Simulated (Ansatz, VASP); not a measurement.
# BP in two plane-wave programs, part 2 of 2

Aim: how closely do two programs agree when they are given the same cell, functional and k mesh? The structure shown is the end of the Ansatz relaxation below.

VASP 6.6.1 and Ansatz 0.2.0.

So far: Starting point; Ansatz: relaxation, LDA; VASP: single point, LDA, pair 1; Differences; VASP: single point, LDA, pair 2.

## (6) VASP: single point, LDA, pair 2 (continued)

Level of this step: LDA; plane waves and PAW (B, P) (VASP).

Numbers of over 12 decimals in the logs are rounded to 6 here.

Parts of OUTCAR (step 6):

```text
  Total       -0.0165592     -0.0165592      0.4402760      0.0000000      0.0000000      0.0000000
  in kB       -1.1791609     -1.1791609     31.3514736      0.0000000      0.0000000      0.0000000
  external PRESSURE =       9.6643839 kB  Pullay stress =       0.0000000 kB

 POSITION                                       TOTAL-FORCE (eV/Angst)
 -----------------------------------------------------------------------------------
      0.00000      0.00000      0.00000         0.000000      0.000000      0.000000
      3.37451      3.37451      3.33426        -0.000000     -0.000000     -0.000000
 -----------------------------------------------------------------------------------
    total drift:                               -0.000000     -0.000000      0.000000

  FREE ENERGIE OF THE ION-ELECTRON SYSTEM (eV)
  ---------------------------------------------------
  free  energy   TOTEN  =       -14.3970956065 eV

  energy  without entropy=      -14.3970956065  energy(sigma->0) =      -14.39709561

[... 1 part as in an earlier step ...]

[... 2 further parts left out ...]
[key lines of the parts left out:]
E-fermi :   8.4167
```

The run ends at a pressure of 0.97 GPa.

## (7) Side by side

Compared:

```tsv
quantity	Ansatz	VASP	difference
pressure (GPa)	1.09	0.97	+0.12
gap on the k mesh (eV)	0.953	0.954	-0.001
```

A gap on the mesh is an upper bound, since the band edges may lie between its points.

## (8) Ansatz: relaxation, LDA

This run makes the geometry at which the two programs are then compared. The cell compared in this pair holds 22.37 Å³, against 22.50 Å³ for the pair before.

The structure compared here is the end of the Ansatz relaxation.

File input.yaml:

```yaml
crystal:
  lattice:
    - [0.0, 2.2496754674, 2.2003853809]
    - [2.2496754674, 0.0, 2.2003853809]
    - [2.2496754674, 2.2496754674, 0.0]
  atoms:
    - { symbol: B, position: [0.0, 0.0, 0.0] }
    - { symbol: P, position: [0.75, 0.75, 0.75] }
  conventional_axes: [[-1, 1, 1], [1, -1, 1], [1, 1, -1]]
kpoints:
  mp_grid: { grid: [12, 12, 12] }
hamiltonian:
  xc: lda
  pseudopotentials: { kind: paw, azcp: { folder: soft_1 }, xc_functional: pbe }
scf:
  occupations: { method: gaussian, width: 0.02 }
output:
  forces: true
  stress: true
  eigenvalues: true
relax:
  adjacent_minimum: "off"
  f_tol: 0.001
  max_steps: 60
  cell: { stress_tol: 0.01, fix: [c, angles] }
```

Run with:

```bash
ansatz run input.yaml --threads 4 --pin off --max-ram 10240MiB --backend cpu --events-out ev --progress --plain --runs-dir out
```

Log:

```text
[...]
Crystal: 2 atoms, lattice volume = 22.272 Å³
Basis set: ecut = 420 eV, 427 PW (Γ)
Bands: 8, of which v1, the nominal top of the filled ones, is band 4 counted from 1 (3 counted from 0)
Symmetry: 8 space group operations
[...]
k-points: 163 of 1728 (time reversal used)
[...]
P = ⅓ Tr σ = 2.1662 GPa (21.662 kbar)
--- Band table (eV; the first three rows and the last of 163) ---
[...]
--- Relaxed structure (3 steps of the walk, 3 accepted, 1 SCFs on fresh bases) ---
[...]
cell:  # Å, volume = 22.3657 Å³
    - [0, 2.254377, 2.2003853809]
    - [2.254377, 0, 2.2003853809]
    - [2.254377, 2.254377, 0]
  atoms:
    - { symbol: B, position: [0, 0, 0] }
    - { symbol: P, position: [0.750000, 0.750000, 0.750000] }
[key lines of the parts left out:]
SCF converged after 5 iterations
Free energy (F): -876.628179 eV
Fermi energy:    10.172329 eV
```

## (9) VASP: single point, LDA, pair 3

The same cell, functional (in two slightly different forms), mesh and smearing now go to VASP, with its own data sets.

File INCAR:

```
SYSTEM = BP
PREC = Accurate
ENCUT = 500
EDIFF = 1E-06
NELM = 120
ISMEAR = 0
SIGMA = 0.02
LREAL = .FALSE.
ALGO = Normal
GGA = CA
NBANDS = 10
LORBIT = 11
LWAVE = .FALSE.
LCHARG = .FALSE.
ISIF = 2
LASPH = .TRUE.
GGA_COMPAT = .FALSE.
EFERMI = MIDGAP
```

File POSCAR:

```
BP
1.0
    0.0000000000      2.2543767798      2.2003853809
    2.2543767798      0.0000000000      2.2003853809
    2.2543767798      2.2543767798      0.0000000000
B P
1 1
Direct
    0.0000000000      0.0000000000      0.0000000000
    0.7500000000      0.7500000000      0.7500000000
```

File KPOINTS:

```
Automatic mesh
0
Gamma
12 12 12
0 0 0
```

PAW data sets: B and P (LDA family, release 64).

Run with:

```bash
mpirun -np 1 vasp_std
```

Log:

```text
[... set-up lines as in an earlier step ...]
 entering main loop
       N       E                     dE             d eps       ncg     rms          rms(c)
DAV:   1     0.703519186747E+01    0.70352E+01   -0.40047E+03  3268   0.697E+02
DAV:   2    -0.147887999279E+02   -0.21824E+02   -0.20783E+02  4522   0.111E+02
DAV:   3    -0.153166981486E+02   -0.52790E+00   -0.52683E+00  4022   0.160E+01
DAV:   4    -0.153187745747E+02   -0.20764E-02   -0.20761E-02  4066   0.112E+00
[...]
DAV:  10    -0.143902139623E+02    0.42791E-05   -0.14126E-04  3612   0.715E-02    0.351E-02
DAV:  11    -0.143902157726E+02   -0.18103E-05   -0.60763E-06  3920   0.136E-02    0.379E-02
DAV:  12    -0.143902154617E+02    0.31087E-06   -0.17818E-06  1942   0.622E-03
   1 F= -.14390215E+02 E0= -.14390215E+02  d E =-.135466-161
```

From OUTCAR (step 9):

```text
  Total       -0.0171947     -0.0171947      0.8880852      0.0000000      0.0000000      0.0000000
  in kB       -1.2317553     -1.2317553     63.6185071      0.0000000      0.0000000      0.0000000
  external PRESSURE =      20.3849989 kB  Pullay stress =       0.0000000 kB

 POSITION                                       TOTAL-FORCE (eV/Angst)
 -----------------------------------------------------------------------------------
      0.00000      0.00000      0.00000        -0.000000     -0.000000     -0.000000
      3.38157      3.38157      3.30058         0.000000      0.000000      0.000000
 -----------------------------------------------------------------------------------
    total drift:                               -0.000000     -0.000000      0.000000

  FREE ENERGIE OF THE ION-ELECTRON SYSTEM (eV)
  ---------------------------------------------------
  free  energy   TOTEN  =       -14.3902154617 eV

  energy  without entropy=      -14.3902154617  energy(sigma->0) =      -14.39021546

[... 1 part as in an earlier step ...]

[... 2 further parts left out ...]
[key lines of the parts left out:]
E-fermi :   8.4724
```

The run ends at a pressure of 2.04 GPa.

## (10) Comparison

Compared:

```tsv
quantity	Ansatz	VASP	difference
pressure (GPa)	2.17	2.04	+0.13
gap on the k mesh (eV)	0.760	0.761	0.000
```

A gap on the mesh is an upper bound, since the band edges may lie between its points.

## (11) Summary of results

```json
{
 "difference in gap on the k mesh (single point, LDA, pair 1)": "-6.9e-4 eV",
 "difference in gap on the k mesh (single point, LDA, pair 2)": "-6.4e-4 eV",
 "difference in gap on the k mesh (single point, LDA, pair 3)": "-4.1e-4 eV"
}
```

The difference in gap on the k mesh is -6.9e-4 eV (single point, LDA, pair 1), within the 0.08 eV picked in this series as the mark of a large difference. 5 further runs of this series are not shown here. Such differences can come from data sets, numerical settings and the points named under the comparisons, not from the functional's error against experiment.

[Lines on the potential files, build, host, timing and source positions are cut from VASP's logs without a mark.]

[Logs are printed without paths, hosts, clocks, repeated set-up lines and the standing remarks that a program may print on its own settings, such as how far it seeks lower states.]

[Hosts, paths, dates, database ids (printed as entryN), source tags and the programs' standing remarks are cut or masked in the printed files.]
